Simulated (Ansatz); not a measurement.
A plane-wave DFT run in Ansatz 0.2.0 (scalar-relativistic PAW potentials unless the input names others): input and command.

```yaml
crystal:
  lattice:
    - [-4.1965607001, 0.0, 0.0]
    - [0.0, -5.9336313519, 0.0]
    - [0.0, 0.0, 12.6527227928]
  atoms:
    - { symbol: Ga, position: [0.0, 0.0053443925, 0.0071109135] }
    - { symbol: As, position: [1.0, 0.2734074278, 0.1563357012] }
    - { symbol: Ga, position: [0.5, 0.5053443925, 0.1595557532] }
    - { symbol: As, position: [0.5, 0.7734074278, 0.0103309655] }
    - { symbol: In, position: [1.0, 0.0007536728, 0.3215754253] }
    - { symbol: As, position: [1.0, 0.2368178652, 0.4971073014] }
    - { symbol: In, position: [0.5, 0.4972502377, 0.4954054292] }
    - { symbol: As, position: [0.5, 0.736426404, 0.3205273566] }
    - { symbol: In, position: [1.0, -0.0027497623, 0.6712612375] }
    - { symbol: As, position: [1.0, 0.236426404, 0.8461393101] }
    - { symbol: In, position: [0.5, 0.5007536728, 0.8450912414] }
    - { symbol: As, position: [0.5, 0.7368178652, 0.6695593653] }
basis:
  ecutwfc: "33.1 Ry"
kpoints:
  mp_grid: { grid: [8, 6, 4] }
hamiltonian:
  xc: pbesol
scf:
  occupations: { method: methfessel_paxton, width: 0.3 }
output:
  forces: true
  eigenvalues: true
  stress: true
```

```bash
ansatz run input.yaml --threads 2 --pin off --max-ram 5120MiB --backend cpu --events-out ev --progress --plain --runs-dir out
```

Abridged log:
```
Basis set: ecut = 450.34844237 eV, 6845 PW (Γ), exchange–correlation on 60×90×180 points (8 copies of the dense FFT grid, shifted against one another)
Bands: 101, of which v1, the nominal top of the filled ones, is band 84 counted from 1 (83 counted from 0)
Symmetry: 4 space group operations
k-points: 60 of 192 (time reversal used)
SCF iter   1: F=—  HF=-58468.891271 eV  |F-HF|=—  |Δ(HF+E_count)|=         —  Δρ=4.27e-3  dr2=8.99e-2  ethr=1.77e-3  ⟨swp⟩=5.6  Hψ=22388  notcnv=0
SCF iter   2: F=—  HF=-58468.865996 eV  |F-HF|=—  |Δ(HF+E_count)|=   2.53e-2  S|Δr|=    0.00e0  Δρ=2.38e-3  dr2=3.32e-2  ethr=5.35e-5  ⟨swp⟩=1.1  Hψ=7541  notcnv=0
SCF iter   3: F=—  HF=-58468.858539 eV  |F-HF|=—  |Δ(HF+E_count)|=   7.46e-3  S|Δr|=    0.00e0  Δρ=8.13e-4  dr2=4.87e-3  ethr=1.98e-5  ⟨swp⟩=2.0  Hψ=6750  notcnv=0
SCF iter   4: F=—  HF=-58468.858366 eV  |F-HF|=—  |Δ(HF+E_count)|=   1.74e-4  S|Δr|=    0.00e0  Δρ=4.03e-4  dr2=1.26e-3  ethr=2.90e-6  ⟨swp⟩=2.0  Hψ=9295  notcnv=0
SCF iter   5: F=—  HF=-58468.858630 eV  |F-HF|=—  |Δ(HF+E_count)|=   2.65e-4  S|Δr|=    0.00e0  Δρ=2.46e-4  dr2=3.72e-4  ethr=7.49e-7  ⟨swp⟩=2.0  Hψ=8655  notcnv=0
SCF iter   6: F=—  HF=-58468.858751 eV  |F-HF|=—  |Δ(HF+E_count)|=   1.20e-4  S|Δr|=    0.00e0  Δρ=9.72e-5  dr2=8.82e-5  ethr=2.22e-7  ⟨swp⟩=2.0  Hψ=8695  notcnv=0
SCF iter   7: F=—  HF=-58468.858739 eV  |F-HF|=—  |Δ(HF+E_count)|=   1.14e-5  S|Δr|=    0.00e0  Δρ=3.35e-5  dr2=2.86e-5  ethr=5.25e-8  ⟨swp⟩=2.0  Hψ=9295  notcnv=0
SCF iter   8: F=—  HF=-58468.858738 eV  |F-HF|=—  |Δ(HF+E_count)|=   1.77e-6  S|Δr|=    0.00e0  Δρ=1.61e-5  dr2=1.23e-5  ethr=1.70e-8  ⟨swp⟩=2.0  Hψ=9262  notcnv=0
SCF iter   9: F=—  HF=-58468.858737 eV  |F-HF|=—  |Δ(HF+E_count)|=   8.86e-7  S|Δr|=    0.00e0  Δρ=9.99e-6  dr2=3.91e-6  ethr=7.29e-9  ⟨swp⟩=2.0  Hψ=9261  notcnv=0
SCF iter  10: F=—  HF=-58468.858736 eV  |F-HF|=—  |Δ(HF+E_count)|=   5.54e-7  S|Δr|=    0.00e0  Δρ=6.28e-6  dr2=4.80e-7  ethr=2.33e-9  ⟨swp⟩=2.0  Hψ=10495  notcnv=0
SCF iter  11: F=-58468.858736 eV  HF=-58468.858736 eV  |F-HF|=1.79e-8  |Δ(HF+E_count)|=   6.37e-8  S|Δr|=    0.00e0  Δρ=3.42e-6  dr2=7.34e-8  ethr=5.95e-11  ⟨swp⟩=7.6  Hψ=30547  notcnv=0
SCF 1 converged in 11 iterations: F = -58468.858736 eV  dr2 = 7.34e-8
SCF converged after 11 iterations
Stability not checked: this state was not tested for a lower state beside it, because cold or Methfessel-Paxton smearing, or corrected tetrahedra, fill the levels in a way that the test cannot read (fill_not_monotonic; see scf.lower_state_search)
Free energy (F): -58468.858736 eV
Harris-Foulkes:  -58468.858736 eV  (|F-HF|=1.79e-8)
Internal energy: -58468.869115 eV  (E = F + TS)
E sigma→0 (E₀):  -58468.861331 eV
Entropy (-TS):   0.010379 eV (0.865 meV/atom)
Fermi energy:    7.726075 eV
Step filling:    the computed levels leave a gap of 0.0063 eV = 0.0 smearing widths at the electron count; against every level under it full and every level over it empty, smearing changes F+E_penalty+E_count by +2.893 meV and its σ→0 estimate by +0.298 meV
--- Forces (eV/Å), atoms counted from 1 ---
  atom   1  Ga     0.00000000    -0.00120418    -0.00430492
  atom   2  As     0.00000000     0.00098847     0.00201993
  atom   3  Ga     0.00000000    -0.00120418     0.00430492
  atom   4  As     0.00000000     0.00098847    -0.00201993
  atom   5  In     0.00000000     0.00184114    -0.00300188
  atom   6  As     0.00000000     0.00581564     0.00362321
  atom   7  In     0.00000000    -0.00634188    -0.00016245
  atom   8  As     0.00000000    -0.00110338     0.00039215
  atom   9  In     0.00000000    -0.00634188     0.00016245
  atom  10  As     0.00000000    -0.00110338    -0.00039215
  atom  11  In     0.00000000     0.00184114     0.00300188
  atom  12  As     0.00000000     0.00581564    -0.00362321
--- Stress (GPa, compression-positive) ---
       -0.007484       0.000000       0.000000
        0.000000       0.004980       0.000000
        0.000000       0.000000      -0.017050
  P = ⅓ Tr σ = -0.0065 GPa (-0.065 kbar)
```

Apart from outputs, empty bands and the relaxation, which only the reference makes, the input differs from a reference run on usual settings in scf.occupations.method: "gaussian" → "methfessel_paxton"; scf.occupations.width: 0.1 → 0.3; basis.ecutwfc: 420 → "33.1 Ry". The reference, at the same geometry, ended its own course with pressure 0.00 GPa, largest force 0.006 eV/Å, no gap on the mesh. This run converged in 11 SCF iterations with an energy at zero smearing 0.41 meV/atom below the reference's, pressure -0.01 GPa, largest force 0.007 eV/Å, gap on the mesh 0.01 eV. Its smearing width is looser than usual, yet energy, pressure and forces hardly moved.

Time: 2.4 min on 2 threads of Arm Neoverse V1, on a shared host, peak memory 1.6 GiB.